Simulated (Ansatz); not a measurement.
# SnO2 monolayer (2H) under uniaxial strain along the armchair direction, normal to a, with the width clamped, part 2 of 2

Aim: how do the optical modes of SnO2 monolayer (2H) shift and split under this strain?

Ansatz 0.2.0; DFT PBE, scalar-relativistic, plane waves, PAW; PAW set soft_1.

So far, highest optical mode at the zone centre (no LO-TO term) (cm⁻¹): step 5 (modes at rest) 620.

**7. Modes of this member: uniaxial strain of +5 % along the armchair direction, normal to a, with the width clamped (continued)**

Without the LO-TO term. Patterns of degenerate modes are one choice out of their space. The modes at Γ (shares of kinetic energy by element, %) (negative means imaginary):

```csv
mode,frequency (cm⁻¹),symmetry,Sn %,O %
1,-194.0,B1,0,100
2,-119.4,A2,0,100
3,0.0,acoustic,79,21
4,0.0,acoustic,79,21
5,0.0,acoustic,79,21
6,275.9,A1,21,79
7,306.8,B2,21,79
8,477.7,B1,21,79
9,612.8,A1,0,100
```

Displacements in mode 1 (-194.0 cm⁻¹), the largest set to 1:
```
Sn1  0.00  0.00 -0.01
O2   0.00  1.00  0.04
O3   0.00 -1.00  0.04
```

Displacements in mode 2 (-119.4 cm⁻¹), the largest set to 1:
```
Sn1  0.00  0.00  0.00
O2  -1.00  0.00  0.00
O3   1.00  0.00  0.00
```

The lowest optical mode is imaginary, 194.0i cm⁻¹, so the energy falls along it, and the highest lies at 612.8 cm⁻¹.

**8. A member of the series: uniaxial strain of -3 % along the armchair direction, normal to a, with the width clamped**

The cell takes a uniaxial strain of -3 % along the armchair direction, normal to a, with the width clamped. The cell is held, and the atoms relax in it.

Contents of input.yaml:

```yaml
crystal:
  lattice:
    - [3.1014260212, 0.0, 0.0]
    - [-1.5507130106, 2.6053363107, 0.0]
    - [0.0, 0.0, 28.7]
  atoms:
    - { symbol: Sn, position: [0.3321892266, 0.6643784532, 0.3484320557] }
    - { symbol: O, position: [0.66723872, 0.33447744, 0.3914079072] }
    - { symbol: O, position: [0.66723872, 0.33447744, 0.3054562042] }
  periodic: [true, true, false]
kpoints:
  mp_grid: { grid: [12, 12, 1] }
hamiltonian:
  xc: pbe
  pseudopotentials: { kind: paw, azcp: { folder: soft_1 } }
scf:
  occupations: { method: gaussian, width: 0.02 }
output:
  forces: true
  stress: true
  eigenvalues: true
relax:
  adjacent_minimum: "off"
  f_tol: 0.001
  max_steps: 60
```

Run with:

```sh
> ansatz run input.yaml --threads 4 --pin off --max-ram 16384MiB --backend cpu --events-out ev --progress --plain --runs-dir out
```

Run time: 23 s. Hardware: 4 threads of Arm Neoverse V1, shared host; peak memory 0.58 GiB.

No atom moved by 0.005 Å in the relaxation.

This step gave:

```yaml
gap_on_the_k_mesh: 0.8399 eV
area_per_atom: 2.693 Å²
```

The largest force component left is 0.40 meV/Å.

**9. Zone-centre modes of the member: uniaxial strain of -3 % along the armchair direction, normal to a, with the width clamped**

The zone-centre modes follow for uniaxial strain of -3 % along the armchair direction, normal to a, with the width clamped.

input.yaml, the sections that differ from step 8:

```yaml
crystal:
  lattice:
    - [3.1014260212, 0.0, 0.0]
    - [-1.5507130106, 2.6053363107, 0.0]
    - [0.0, 0.0, 28.7]
  atoms:
    - { symbol: Sn, position: [0.3314566506, 0.6629133012, 0.3484320557] }
    - { symbol: O, position: [0.667605008, 0.335210016, 0.3914703006] }
    - { symbol: O, position: [0.667605008, 0.335210016, 0.3053938108] }
  periodic: [true, true, false]
scf:
  occupations: { method: fixed }
output:
  eigenvalues: true
phonons:
  method: dfpt
# kpoints, hamiltonian: as in step 8
# relax: removed
```

Elapsed: 49 s, on 4 threads; peak memory 0.95 GiB.

Numbers from this step:

| Property | Result |
| --- | --- |
| sum-rule residual before enforcement | 1.72e-4 eV/Å² |
| highest optical mode at the zone centre (no LO-TO term) | 623.2 cm⁻¹ |
| lowest optical zone-centre mode | 62.63 cm⁻¹ |

Without the LO-TO term. Patterns of degenerate modes are one choice out of their space. Modes at Γ, with each element's share of the kinetic energy:

```csv
mode,frequency (cm⁻¹),symmetry,Sn %,O %
1,0.0,acoustic,79,21
2,0.0,acoustic,79,21
3,0.0,acoustic,79,21
4,62.6,A2,0,100
5,112.7,B1,0,100
6,340.0,B2,21,79
7,346.5,A1,21,79
8,534.8,B1,21,79
9,623.2,A1,0,100
```

Displacements in mode 4 (62.6 cm⁻¹), the largest set to 1:
```
Sn1  0.00  0.00  0.00
O2   1.00  0.00  0.00
O3  -1.00  0.00  0.00
```

Displacements in mode 8 (534.8 cm⁻¹), the largest set to 1:
```
Sn1  0.00  0.00 -0.27
O2   0.00  0.03  1.00
O3   0.00 -0.03  1.00
```

The lowest optical mode is real, 62.6 cm⁻¹, and the highest lies at 623.2 cm⁻¹.

**10. All members side by side**

The members are set side by side, also those not shown above.

Energies are extrapolated to zero smearing, and E0 is that at rest; imaginary frequencies occur in the series; the cell is clamped and the atoms are relaxed. State of the crystal along the series:

```csv
strain (%),E - E0 (meV/atom),gap on mesh (eV)
-3,12.48,0.8399
-2,5.479,0.7777
-1,1.354,0.7145
0,0,0.6505
1,1.318,0.5853
2,5.177,0.5195
3,11.46,0.4531
4,20.06,0.3865
5,30.8,0.3197
```

Optical modes are counted from below at rest and tracked from member to member by their patterns, and modes that stay within 0.3 cm⁻¹ of each other stand once; labels, where given, are those at rest, then, where named, those of the strained cell; imaginary frequencies occur in the series; the cell is clamped and the atoms are relaxed. Optical modes along the series:

```csv
strain (%),optical mode 1 E'' single part (cm⁻¹),optical mode 2 E'' to A2 single part (cm⁻¹),optical mode 3 E' to A1 single part (cm⁻¹),optical mode 4 E' single part (cm⁻¹),optical mode 5 A2'' (cm⁻¹),optical mode 6 A1' to A1 (cm⁻¹)
-3,112.7,62.63,346.5,340,534.8,623.2
-2,84.44,28.18,339.9,334.7,527.7,622.1
-1,35.91,-46.13,332.8,329.6,520.5,620.9
0,-69.36,-69.36,324.9,324.9,513.4,619.6
1,-105.4,-85.23,316.4,320.5,506.2,618.4
2,-132.6,-97.31,307.3,316.4,499,617.1
3,-155.5,-106.7,297.5,312.7,491.9,615.7
4,-175.7,-114.1,287.1,309.4,484.7,614.3
5,-194,-119.4,275.9,306.8,477.7,612.8
```

Value and slope at zero strain of a cubic (a lower polynomial where under five rows exist) through the rows within 2 % of rest. Slopes at rest:

```csv
mode,frequency (cm⁻¹),shift per percent of strain (cm⁻¹)
optical mode 3 E' to A1 single part,324.9,-8.18
optical mode 4 E' single part,324.9,-4.59
optical mode 5 A2'',513.4,-7.18
optical mode 6 A1' to A1,619.7,-1.26
```

**11. Results**

| Property | Result |
| --- | --- |
| members | 9 |
| highest optical mode at the zone centre (no LO-TO term), at rest | 619.6 cm⁻¹ |
| optical mode 3 E' to A1 single part, shift per percent | -8.18 cm⁻¹ |
| optical mode 4 E' single part, shift per percent | -4.59 cm⁻¹ |
| optical mode 5 A2'', shift per percent | -7.18 cm⁻¹ |
| optical mode 6 A1' to A1, shift per percent | -1.26 cm⁻¹ |

The strain lowers the symmetry: the level at 324.9 cm⁻¹ splits, into 275.9 and 306.8 cm⁻¹ at +5 %. The fastest shift in the table of slopes is -8.2 cm⁻¹ for each percent (optical mode 3 E' to A1 single part). The width is clamped, so the contraction across the strain that a free sheet shows is left out. A mode is imaginary at strain (%) -1, 0, 1, 2, 3, 4 and 5, where this structure is not a minimum. These are harmonic frequencies at zero temperature: anharmonic shifts, linewidths and thermal expansion are left out. Spin-orbit coupling is left out, which can matter for the heavy elements here. The starting cell was built on a prototype and not taken from a measurement. Only the zone centre was solved, so an instability at another wavevector cannot show here. In a sheet the LO-TO splitting vanishes at the zone centre, so no such term is missing here.

[Logs are printed without paths, hosts, clocks, repeated set-up lines and the standing remarks that a program may print on its own settings, such as how far it seeks lower states.]

[Hosts, paths, dates, database ids (printed as entryN), source tags and the programs' standing remarks are cut or masked in the printed files.]
